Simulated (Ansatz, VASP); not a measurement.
## Two plane-wave programs on SiNi3

```
Ni Si
1.0
     3.54200    0.00000    0.00000
     0.00000    3.54200    0.00000
     0.00000    0.00000    3.54200
Ni Si
3 1
Direct
  0.50000 0.50000 0.00000
  0.50000 0.00000 0.50000
  0.00000 0.50000 0.50000
  0.00000 0.00000 0.00000
```

Alike in both runs: functional r2SCAN; k mesh 4 × 4 × 4; occupations fermi-dirac, width 0.05 eV; collinear spin.

|  | VASP | Ansatz |
| --- | --- | --- |
| version | VASP 6.6.1 | Ansatz 0.2.0 |
| potentials or method | VASP PAW PBE potentials, release 64 (Ni, Si) | Ansatz PAW |
| plane-wave cutoff (eV) | 520 | 500 |
| valence electrons in the cell | 34 | 58 |
| task | single point | band structure |

VASP gave:

* gap on the k mesh at the Fermi level (eV): none
* pressure (GPa): -13.0
* net moment per atom (μB): 0.00
* size of the moment on the site where the two differ most (μB): 0.00

Problem. Estimate Ansatz's values.

Solution. gap on the k mesh at the Fermi level (eV): none; pressure (GPa): -13.4; net moment per atom (μB): 0.05; size of the moment on the site where the two differ most (μB): 0.09.

Site moments also hang on the region over which each program counts them. A gap of «none» marks a metal or a gap that the smearing closes. The two sets of potentials don't hold the same shells in valence.

Caveats: the k mesh is coarse (spacing up to 0.44 Å⁻¹), so the values aren't converged; the PAW data sets were made with another functional, which shifts forces and pressure a little (VASP); the magnetic or orbital state may not be the lowest (Ansatz); the PAW data sets come from PBE, with cores solved anew for the run's functional, which leaves a small shift of forces and pressure (Ansatz); the starting moments weren't kept (Ansatz).
